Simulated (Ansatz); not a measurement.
## Harmonic thermodynamics of SrTe

Level of theory: Ansatz, DFT PBE, scalar-relativistic, plane waves, PAW. Cutoff 420 eV, 8×8×8 k-points (Γ-centred), fixed occupations. No spin polarisation. Phonons by linear response, acoustic sum rule imposed.

Equilibrium structure at this level:
```cif
data_structure
_symmetry_space_group_name_H-M 'P 1'
_symmetry_Int_Tables_number 1
_cell_length_a 4.7507
_cell_length_b 4.7507
_cell_length_c 4.7507
_cell_angle_alpha 60.000
_cell_angle_beta 60.000
_cell_angle_gamma 60.000
_cell_volume 75.82
loop_
_atom_site_label
_atom_site_type_symbol
_atom_site_fract_x
_atom_site_fract_y
_atom_site_fract_z
_atom_site_occupancy
Sr1 Sr 0.00000 0.00000 0.00000 1
Te1 Te 0.50000 0.50000 0.50000 1
```

The cell has the rock salt type, in a space group that the part of the Crystallography Open Database at hand lists for this formula; it was reached from a generator's guess. Spin–orbit coupling is left out, which matters for heavy elements.

Force constants from linear response on a 4×4×4 q mesh, interpolated to a fine mesh.

Phonon density of states, in bins of 5 cm⁻¹:
```json
{"bin centre (cm⁻¹)": "2.5", "share of modes (%)": "0.0"}
{"bin centre (cm⁻¹)": "7.5", "share of modes (%)": "0.0"}
{"bin centre (cm⁻¹)": "12.5", "share of modes (%)": "0.1"}
{"bin centre (cm⁻¹)": "17.5", "share of modes (%)": "0.1"}
{"bin centre (cm⁻¹)": "22.5", "share of modes (%)": "0.3"}
{"bin centre (cm⁻¹)": "27.5", "share of modes (%)": "0.5"}
{"bin centre (cm⁻¹)": "32.5", "share of modes (%)": "0.8"}
{"bin centre (cm⁻¹)": "37.5", "share of modes (%)": "1.2"}
{"bin centre (cm⁻¹)": "42.5", "share of modes (%)": "1.9"}
{"bin centre (cm⁻¹)": "47.5", "share of modes (%)": "3.1"}
{"bin centre (cm⁻¹)": "52.5", "share of modes (%)": "3.9"}
{"bin centre (cm⁻¹)": "57.5", "share of modes (%)": "4.4"}
{"bin centre (cm⁻¹)": "62.5", "share of modes (%)": "5.0"}
{"bin centre (cm⁻¹)": "67.5", "share of modes (%)": "5.4"}
{"bin centre (cm⁻¹)": "72.5", "share of modes (%)": "5.2"}
{"bin centre (cm⁻¹)": "77.5", "share of modes (%)": "5.7"}
{"bin centre (cm⁻¹)": "82.5", "share of modes (%)": "3.5"}
{"bin centre (cm⁻¹)": "87.5", "share of modes (%)": "7.1"}
{"bin centre (cm⁻¹)": "92.5", "share of modes (%)": "2.5"}
{"bin centre (cm⁻¹)": "97.5", "share of modes (%)": "4.7"}
{"bin centre (cm⁻¹)": "102.5", "share of modes (%)": "6.6"}
{"bin centre (cm⁻¹)": "107.5", "share of modes (%)": "7.5"}
{"bin centre (cm⁻¹)": "112.5", "share of modes (%)": "11.2"}
{"bin centre (cm⁻¹)": "117.5", "share of modes (%)": "7.0"}
{"bin centre (cm⁻¹)": "122.5", "share of modes (%)": "2.9"}
{"bin centre (cm⁻¹)": "127.5", "share of modes (%)": "2.1"}
{"bin centre (cm⁻¹)": "132.5", "share of modes (%)": "1.9"}
{"bin centre (cm⁻¹)": "137.5", "share of modes (%)": "1.8"}
{"bin centre (cm⁻¹)": "142.5", "share of modes (%)": "1.6"}
{"bin centre (cm⁻¹)": "147.5", "share of modes (%)": "1.1"}
{"bin centre (cm⁻¹)": "152.5", "share of modes (%)": "0.7"}
{"bin centre (cm⁻¹)": "157.5", "share of modes (%)": "0.1"}
```

Q: What is the zero-point energy per atom?

A: 16.9 meV.

Q: How large are the vibrational entropy and heat capacity at 300 K?

A: S = 5.69 k_B and C_V = 2.95 k_B per atom, 98 % of the Dulong–Petit value.

Q: Tabulate them against temperature.

A:
| T (K) | F_vib (meV/atom) | S (k_B/atom) | C_V (k_B/atom) |
| --- | --- | --- | --- |
| 100 | 7.4 | 2.59 | 2.58 |
| 200 | -24.0 | 4.51 | 2.89 |
| 300 | -68.2 | 5.69 | 2.95 |
| 400 | -121.1 | 6.54 | 2.97 |
| 500 | -180.5 | 7.21 | 2.98 |
| 600 | -245.0 | 7.75 | 2.99 |
| 700 | -313.8 | 8.21 | 2.99 |
| 800 | -386.3 | 8.61 | 2.99 |
| 900 | -462.1 | 8.96 | 2.99 |
| 1000 | -540.7 | 9.28 | 2.99 |
